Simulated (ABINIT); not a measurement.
# Bi (Im-3m) in ABINIT: settings compared, part 2 of 2

ABINIT 10.8.3 (patched build). The steps go on from the part before.

**4. Equation of state, PBE**

File run.abi:

```
# Datasets: one volume each
ndtset 7
getwfk -1
scalecart1 3*0.9795861087
scalecart2 3*0.9864848297
scalecart3 3*0.9932883884
scalecart4 3*1.0000000000
scalecart5 3*1.0066227096
scalecart6 3*1.0131594038
scalecart7 3*1.0196128224

# Pseudopotentials
pp_dirpath "./"
pseudos "Bi.GGA_PBE-JTH_sp.xml"

# Structure
acell 3*1.0
rprim
    -3.7443610401     3.7443610401     3.7443610401
     3.7443610401    -3.7443610401     3.7443610401
     3.7443610401     3.7443610401    -3.7443610401
ntypat 1
znucl 83
natom 1
typat 1
xred
     0.0000000000     0.0000000000     0.0000000000

# Plane-wave basis
ecut 408.170794 eV
pawecutdg 30.0

# k points
kptopt 1
ngkpt 9 9 9
nshiftk 1
shiftk 0.0 0.0 0.0

# Exchange and correlation
ixc 11

# Bands and occupations
nband 7
occopt 3
tsmear 0.05 eV

# SCF cycle
nstep 100
tolvrs 1.0e-9

# Output
iomode 3
prtwf 1
prtden 0
prteig 0
prtebands 0
enunit 1
```

Potentials or basis: JTH PAW PBE v2.0 sp.

Command:

```bash
$ abinit run.abi > log 2>&1
```

run.abo:

```text
.Version 10.8.3 of ABINIT
 DATASET    1 : space group Im -3 m (#229); Bravais cI (body-center cubic)
================================================================================
 Values of the parameters that define the memory need for DATASET  1.
     intxc =       0    ionmov =       0      iscf =      17    lmnmax =       8
     lnmax =       4     mgfft =      24  mpssoang =       2    mqgrid =    3001
     natom =       1  nloc_mem =       2    nspden =       1   nspinor =       1
    nsppol =       1      nsym =      48    n1xccc =       1    ntypat =       1
    occopt =       3   xclevel =       2
       mpw =         563          nfft =       13824          nkpt =          35
 PAW method is used; the additional fine FFT grid is defined by:
   mgfftf=        32    nfftf =     32768
================================================================================
================================================================================
[... 71 lines left out ...]
 DATASET    7 : space group Im -3 m (#229); Bravais cI (body-center cubic)
================================================================================
 Values of the parameters that define the memory need for DATASET  7.
     intxc =       0    ionmov =       0      iscf =      17    lmnmax =       8
     lnmax =       4     mgfft =      24  mpssoang =       2    mqgrid =    3001
     natom =       1  nloc_mem =       2    nspden =       1   nspinor =       1
    nsppol =       1      nsym =      48    n1xccc =       1    ntypat =       1
    occopt =       3   xclevel =       2
       mpw =         630          nfft =       13824          nkpt =          35
 PAW method is used; the additional fine FFT grid is defined by:
   mgfftf=        36    nfftf =     46656
================================================================================
================================================================================

--------------------------------------------------------------------------------
------------- Echo of variables that govern the present computation ------------
--------------------------------------------------------------------------------
 -outvars: echo values of preprocessed input variables --------
            acell      1.0000000000E+00  1.0000000000E+00  1.0000000000E+00 Bohr
              amu      2.08980370E+02
             ecut      1.50000000E+01 Hartree
           enunit           1
           getwfk          -1
              ixc          11
           jdtset        1    2    3    4    5    6    7
         kptrlatt        9    0    0      0    9    0      0    0    9
          kptrlen1     5.71772775E+01
          kptrlen2     5.75799476E+01
          kptrlen3     5.79770633E+01
          kptrlen4     5.83688121E+01
          kptrlen5     5.87553718E+01
          kptrlen6     5.91369108E+01
          kptrlen7     5.95135892E+01
            natom           1
            nband           7
           ndtset           7
            ngfft          24      24      24
          ngfftdg1         32      32      32
          ngfftdg2         32      32      32
          ngfftdg3         32      32      32
          ngfftdg4         32      32      32
          ngfftdg5         36      36      36
          ngfftdg6         36      36      36
          ngfftdg7         36      36      36
             nkpt          35
            nstep         100
             nsym          48
           ntypat           1
           occopt           3
        pawecutdg      3.00000000E+01 Hartree
         pawxcdev           0
           prtden           0
        prtebands           0
           prteig           0
            rprim1    -3.6679240608E+00  3.6679240608E+00  3.6679240608E+00
                       3.6679240608E+00 -3.6679240608E+00  3.6679240608E+00
                       3.6679240608E+00  3.6679240608E+00 -3.6679240608E+00
            rprim2    -3.6937553630E+00  3.6937553630E+00  3.6937553630E+00
                       3.6937553630E+00 -3.6937553630E+00  3.6937553630E+00
                       3.6937553630E+00  3.6937553630E+00 -3.6937553630E+00
            rprim3    -3.7192303431E+00  3.7192303431E+00  3.7192303431E+00
                       3.7192303431E+00 -3.7192303431E+00  3.7192303431E+00
                       3.7192303431E+00  3.7192303431E+00 -3.7192303431E+00
            rprim4    -3.7443610401E+00  3.7443610401E+00  3.7443610401E+00
                       3.7443610401E+00 -3.7443610401E+00  3.7443610401E+00
                       3.7443610401E+00  3.7443610401E+00 -3.7443610401E+00
            rprim5    -3.7691588559E+00  3.7691588559E+00  3.7691588559E+00
                       3.7691588559E+00 -3.7691588559E+00  3.7691588559E+00
                       3.7691588559E+00  3.7691588559E+00 -3.7691588559E+00
            rprim6    -3.7936345990E+00  3.7936345990E+00  3.7936345990E+00
                       3.7936345990E+00 -3.7936345990E+00  3.7936345990E+00
                       3.7936345990E+00  3.7936345990E+00 -3.7936345990E+00
            rprim7    -3.8177985282E+00  3.8177985282E+00  3.8177985282E+00
                       3.8177985282E+00 -3.8177985282E+00  3.8177985282E+00
                       3.8177985282E+00  3.8177985282E+00 -3.8177985282E+00
          spgroup         229
           tolvrs      1.00000000E-09
           tsmear      1.83746611E-03 Hartree
            typat      1
           useylm           1
            znucl       83.00000

================================================================================

 chkinp: Checking input parameters for consistency, jdtset=   1.

 chkinp: Checking input parameters for consistency, jdtset=   2.
[... 40 lines left out ...]
 getcut: wavevector=  0.0000  0.0000  0.0000  ngfft=  32  32  32
         ecut(hartree)=     30.000   => boxcut(ratio)=   2.04488

--- Pseudopotential description ------------------------------------------------
- pspini: atom type   1  psp file is ./Bi.GGA_PBE-JTH_sp.xml
 Pseudopotential format is: paw10
 basis_size (lnmax)=  4 (lmn_size=  8), orbitals=   0   0   1   1
 Spheres core radius: rc_sph= 2.90574018
 Shapefunction is SIN type: shapef(r)=[sin(pi*r/rshp)/(pi*r/rshp)]**2
 Radius for shape functions =  2.20555141
 Compensation charge density is not taken into account in XC energy/potential

   5.43529550E+02                                ecore*ucvol(ha*bohr**3)
--------------------------------------------------------------------------------

[... 1168 lines left out ...]
-Cartesian components of stress tensor (GPa)         [Pressure= -1.9427E+00 GPa]
- sigma(1 1)=  1.94270695E+00  sigma(3 2)=  0.00000000E+00
- sigma(2 2)=  1.94270695E+00  sigma(3 1)=  0.00000000E+00
- sigma(3 3)=  1.94270695E+00  sigma(2 1)=  0.00000000E+00

== END DATASET(S) ==============================================================
================================================================================

 -outvars: echo values of variables after computation  --------
            acell      1.0000000000E+00  1.0000000000E+00  1.0000000000E+00 Bohr
           etotal1    -5.6805157276E+00
           etotal2    -5.6811424390E+00
           etotal3    -5.6815621497E+00
           etotal4    -5.6817939718E+00
           etotal5    -5.6818565547E+00
           etotal6    -5.6817719149E+00
           etotal7    -5.6815554163E+00
            fcart1    -0.0000000000E+00 -0.0000000000E+00 -0.0000000000E+00
            fcart2    -0.0000000000E+00 -0.0000000000E+00 -0.0000000000E+00
            fcart3    -0.0000000000E+00 -0.0000000000E+00 -0.0000000000E+00
            fcart4    -0.0000000000E+00 -0.0000000000E+00 -0.0000000000E+00
            fcart5    -0.0000000000E+00 -0.0000000000E+00 -0.0000000000E+00
            fcart6    -0.0000000000E+00 -0.0000000000E+00 -0.0000000000E+00
            fcart7    -0.0000000000E+00 -0.0000000000E+00 -0.0000000000E+00
            rprim1    -3.6679240608E+00  3.6679240608E+00  3.6679240608E+00
                       3.6679240608E+00 -3.6679240608E+00  3.6679240608E+00
                       3.6679240608E+00  3.6679240608E+00 -3.6679240608E+00
[... 17 lines left out ...]
                       3.8177985282E+00  3.8177985282E+00 -3.8177985282E+00
           strten1    -1.7527474664E-04 -1.7527474664E-04 -1.7527474664E-04
                       0.0000000000E+00  0.0000000000E+00  0.0000000000E+00
           strten2    -1.2380776235E-04 -1.2380776235E-04 -1.2380776235E-04
                       0.0000000000E+00  0.0000000000E+00  0.0000000000E+00
           strten3    -7.6744381524E-05 -7.6744381524E-05 -7.6744381524E-05
                       0.0000000000E+00  0.0000000000E+00  0.0000000000E+00
           strten4    -3.4372480496E-05 -3.4372480496E-05 -3.4372480496E-05
                       0.0000000000E+00  0.0000000000E+00  0.0000000000E+00
           strten5     3.2056874736E-06  3.2056874736E-06  3.2056874736E-06
                       0.0000000000E+00  0.0000000000E+00  0.0000000000E+00
           strten6     3.6510397962E-05  3.6510397962E-05  3.6510397962E-05
                       0.0000000000E+00  0.0000000000E+00  0.0000000000E+00
           strten7     6.6031267112E-05  6.6031267112E-05  6.6031267112E-05
                       0.0000000000E+00  0.0000000000E+00  0.0000000000E+00
 Calculation completed.
```

It took 26 s on 1 thread of Intel Xeon at 2.70GHz, shared host; peak memory 0.12 GiB.

What came out:

* Equilibrium volume: 31.68 Å³/atom
* Bulk modulus: 54 GPa
* Pressure derivative of the bulk modulus: 4.8 (rough: it moves with the points fitted)

Energy against volume, from the lowest point:
| volume (Å³/atom) | energy (meV/atom) |
| --- | --- |
| 29.250 | 36.49 |
| 29.872 | 19.43 |
| 30.495 | 8.01 |
| 31.117 | 1.70 |
| 31.739 | 0.00 |
| 32.362 | 2.30 |
| 32.984 | 8.19 |

Caveat: pressures at fixed basis lie under the slope of the energies; this set keeps more shells in the core, which shifts pressures and gaps.

**5. Equation of state, PW91**

File run.abi:

```
# Datasets: one volume each
ndtset 7
getwfk -1
scalecart1 3*0.9795861087
scalecart2 3*0.9864848297
scalecart3 3*0.9932883884
scalecart4 3*1.0000000000
scalecart5 3*1.0066227096
scalecart6 3*1.0131594038
scalecart7 3*1.0196128224

# Pseudopotentials
pp_dirpath "./"
pseudos "Bi.GGA_PBE-JTH.xml"

# Structure
acell 3*1.0 Angstrom
rprim
    -1.9814305318     1.9814305318     1.9814305318
     1.9814305318    -1.9814305318     1.9814305318
     1.9814305318     1.9814305318    -1.9814305318
ntypat 1
znucl 83
natom 1
typat 1
xred
     0.0000000000     0.0000000000     0.0000000000

# Plane-wave basis
ecut 22.0
pawecutdg 44.0

# k points
kptopt 1
ngkpt 9 9 9
nshiftk 1
shiftk 0.0 0.0 0.0

# Exchange and correlation
ixc -109134

# Bands and occupations
nband 12
occopt 3
tsmear 0.05 eV

# SCF cycle
nstep 100
tolvrs 1.0e-9

# Output
iomode 3
prtwf 1
prtden 0
prteig 0
prtebands 0
enunit 2
```

Potentials or basis: JTH PAW PBE v2.0.

Command:

```bash
$ abinit run.abi > log 2>&1
```

run.abo:

```text
.Version 10.8.3 of ABINIT
 DATASET    1 : space group Im -3 m (#229); Bravais cI (body-center cubic)
================================================================================
 Values of the parameters that define the memory need for DATASET  1.
     intxc =       0    ionmov =       0      iscf =      17    lmnmax =      18
     lnmax =       6     mgfft =      30  mpssoang =       3    mqgrid =    3001
     natom =       1  nloc_mem =       2    nspden =       1   nspinor =       1
    nsppol =       1      nsym =      48    n1xccc =       1    ntypat =       1
    occopt =       3   xclevel =       2
       mpw =         981          nfft =       27000          nkpt =          35
 PAW method is used; the additional fine FFT grid is defined by:
   mgfftf=        40    nfftf =     64000
================================================================================
================================================================================
[... 71 lines left out ...]
 DATASET    7 : space group Im -3 m (#229); Bravais cI (body-center cubic)
================================================================================
 Values of the parameters that define the memory need for DATASET  7.
     intxc =       0    ionmov =       0      iscf =      17    lmnmax =      18
     lnmax =       6     mgfft =      30  mpssoang =       3    mqgrid =    3001
     natom =       1  nloc_mem =       2    nspden =       1   nspinor =       1
    nsppol =       1      nsym =      48    n1xccc =       1    ntypat =       1
    occopt =       3   xclevel =       2
       mpw =        1118          nfft =       27000          nkpt =          35
 PAW method is used; the additional fine FFT grid is defined by:
[... 1351 lines left out ...]

 -outvars: echo values of variables after computation  --------
            acell      1.8897261259E+00  1.8897261259E+00  1.8897261259E+00 Bohr
           etotal1    -7.2212134220E+01
           etotal2    -7.2212730637E+01
           etotal3    -7.2213123879E+01
           etotal4    -7.2213332972E+01
           etotal5    -7.2213377449E+01
           etotal6    -7.2213275582E+01
           etotal7    -7.2213044435E+01
            fcart1    -0.0000000000E+00 -0.0000000000E+00 -0.0000000000E+00
            fcart2    -0.0000000000E+00 -0.0000000000E+00 -0.0000000000E+00
            fcart3    -0.0000000000E+00 -0.0000000000E+00 -0.0000000000E+00
            fcart4    -0.0000000000E+00 -0.0000000000E+00 -0.0000000000E+00
            fcart5    -0.0000000000E+00 -0.0000000000E+00 -0.0000000000E+00
            fcart6    -0.0000000000E+00 -0.0000000000E+00 -0.0000000000E+00
            fcart7    -0.0000000000E+00 -0.0000000000E+00 -0.0000000000E+00
            rprim1    -1.9409818243E+00  1.9409818243E+00  1.9409818243E+00
                       1.9409818243E+00 -1.9409818243E+00  1.9409818243E+00
                       1.9409818243E+00  1.9409818243E+00 -1.9409818243E+00
[... 17 lines left out ...]
                       2.0202919769E+00  2.0202919769E+00 -2.0202919769E+00
           strten1    -1.6717723640E-04 -1.6717723640E-04 -1.6717723640E-04
                       0.0000000000E+00  0.0000000000E+00  0.0000000000E+00
           strten2    -1.1659078275E-04 -1.1659078275E-04 -1.1659078275E-04
                       0.0000000000E+00  0.0000000000E+00  0.0000000000E+00
           strten3    -7.0499114046E-05 -7.0499114046E-05 -7.0499114046E-05
                       0.0000000000E+00  0.0000000000E+00  0.0000000000E+00
           strten4    -2.9017326366E-05 -2.9017326366E-05 -2.9017326366E-05
                       0.0000000000E+00  0.0000000000E+00  0.0000000000E+00
           strten5     7.9925714217E-06  7.9925714217E-06  7.9925714217E-06
                       0.0000000000E+00  0.0000000000E+00  0.0000000000E+00
           strten6     4.0703428043E-05  4.0703428043E-05  4.0703428043E-05
                       0.0000000000E+00  0.0000000000E+00  0.0000000000E+00
           strten7     6.9618523384E-05  6.9618523384E-05  6.9618523384E-05
                       0.0000000000E+00  0.0000000000E+00  0.0000000000E+00
 Calculation completed.
```

It took 96 s on 1 thread of Intel Xeon at 2.70GHz, shared host; peak memory 0.15 GiB.

What came out:

* Equilibrium volume: 31.61 Å³/atom
* Bulk modulus: 53 GPa
* Pressure derivative of the bulk modulus: 4.7

Energy against volume, from the lowest point:
| volume (Å³/atom) | energy (meV/atom) |
| --- | --- |
| 29.250 | 33.83 |
| 29.872 | 17.60 |
| 30.495 | 6.90 |
| 31.117 | 1.21 |
| 31.739 | 0.00 |
| 32.362 | 2.77 |
| 32.984 | 9.06 |

Caveat: pressures at fixed basis lie under the slope of the energies; the PAW data sets were made with another functional, which shifts forces and pressure a little.

**6. Equation of state, BLYP+D3**

Changes to run.abi since step 5:

```diff
@@ -16,7 +16,7 @@
 # Structure
-acell 3*1.0 Angstrom
+acell 6.4854235633 6.4854235633 6.4854235633
 rprim
-    -1.9814305318     1.9814305318     1.9814305318
-     1.9814305318    -1.9814305318     1.9814305318
-     1.9814305318     1.9814305318    -1.9814305318
+    -0.5773502692     0.5773502692     0.5773502692
+     0.5773502692    -0.5773502692     0.5773502692
+     0.5773502692     0.5773502692    -0.5773502692
 ntypat 1
@@ -39,3 +39,4 @@
 # Exchange and correlation
-ixc -109134
+ixc -106131
+vdw_xc 6
 
@@ -56,2 +57,2 @@
 prtebands 0
-enunit 2
+enunit 1
```

Potentials or basis: JTH PAW PBE v2.0.

Command:

```bash
$ abinit run.abi > log 2>&1
```

run.abo:

```text
.Version 10.8.3 of ABINIT
 DATASET    1 : space group Im -3 m (#229); Bravais cI (body-center cubic)
================================================================================
 Values of the parameters that define the memory need for DATASET  1.
     intxc =       0    ionmov =       0      iscf =      17    lmnmax =      18
     lnmax =       6     mgfft =      30  mpssoang =       3    mqgrid =    3001
     natom =       1  nloc_mem =       2    nspden =       1   nspinor =       1
    nsppol =       1      nsym =      48    n1xccc =       1    ntypat =       1
    occopt =       3   xclevel =       2
       mpw =         981          nfft =       27000          nkpt =          35
 PAW method is used; the additional fine FFT grid is defined by:
   mgfftf=        40    nfftf =     64000
================================================================================
================================================================================
[... 71 lines left out ...]
 DATASET    7 : space group Im -3 m (#229); Bravais cI (body-center cubic)
[... 1328 lines left out ...]
            fcart6    -0.0000000000E+00 -0.0000000000E+00 -0.0000000000E+00
            fcart7    -0.0000000000E+00 -0.0000000000E+00 -0.0000000000E+00
            rprim1    -5.6556430356E-01  5.6556430356E-01  5.6556430356E-01
                       5.6556430356E-01 -5.6556430356E-01  5.6556430356E-01
                       5.6556430356E-01  5.6556430356E-01 -5.6556430356E-01
[... 17 lines left out ...]
                       5.8867373749E-01  5.8867373749E-01 -5.8867373749E-01
           strten1    -1.9894648606E-04 -1.9894648606E-04 -1.9894648606E-04
                       0.0000000000E+00  0.0000000000E+00  0.0000000000E+00
           strten2    -1.5274174275E-04 -1.5274174275E-04 -1.5274174275E-04
                       0.0000000000E+00  0.0000000000E+00  0.0000000000E+00
           strten3    -1.1135137693E-04 -1.1135137693E-04 -1.1135137693E-04
                       0.0000000000E+00  0.0000000000E+00  0.0000000000E+00
           strten4    -7.4560692998E-05 -7.4560692998E-05 -7.4560692998E-05
                       0.0000000000E+00  0.0000000000E+00  0.0000000000E+00
           strten5    -4.1944466505E-05 -4.1944466505E-05 -4.1944466505E-05
                       0.0000000000E+00  0.0000000000E+00  0.0000000000E+00
           strten6    -1.3220376397E-05 -1.3220376397E-05 -1.3220376397E-05
                       0.0000000000E+00  0.0000000000E+00  0.0000000000E+00
           strten7     1.2020722108E-05  1.2020722108E-05  1.2020722108E-05
                       0.0000000000E+00  0.0000000000E+00  0.0000000000E+00
 Calculation completed.
```

It took 91 s on 1 thread of Intel Xeon at 2.70GHz, shared host; peak memory 0.15 GiB.

What came out:

```yaml
Equilibrium_volume: 32.69 Å³/atom
Bulk_modulus: 39 GPa
Pressure_derivative_of_the_bulk_modulus: 5.3
```

Energy against volume, from the lowest point:
```
volume (Å³/atom)  energy (meV/atom)
          29.250              55.81
          29.872              35.69
          30.495              20.58
          31.117               9.95
          31.739               3.27
          32.362               0.09
          32.984               0.00
```

Caveat: pressures at fixed basis lie under the slope of the energies; the PAW data sets were made with another functional, which shifts forces and pressure a little.

**7. Summary**

| level | potentials or basis | cutoff (eV) | dispersion computed by | fine-grid cutoff | V0 of scaled cells (Å³/atom) | B0 (GPa) |
| --- | --- | --- | --- | --- | --- | --- |
| RPBE+D3 | JTH PAW PBE v2.0 | 599 | simple-dftd3 1.7.0 | 1197.3 eV | 31.92 | 48 |
| LDA | JTH PAW LDA v2.0 | 272 | - | 544.228 eV | - | - |
| PBE | JTH PAW PBE v2.0 sp | 408 | - | 816.342 eV | 31.68 | 54 |
| PW91 | JTH PAW PBE v2.0 | 599 | - | 1197.3 eV | 31.61 | 53 |
| BLYP+D3 | JTH PAW PBE v2.0 | 599 | - | 1197.3 eV | 32.69 | 39 |

Alike in all rows: task equation of state; no spin polarisation; cell as given; k mesh 9 × 9 × 9; smearing fermi-dirac 0.05 eV.

Caveats: pressures at fixed basis lie under the slope of the energies; the PAW data sets were made with another functional, which shifts forces and pressure a little (some runs); the fit is doubtful: noisy points or a state that changes with volume (some runs); this set keeps more shells in the core, which shifts pressures and gaps (some runs).

Total energies depend on the potentials used, so only differences within one code and one set of settings carry meaning.
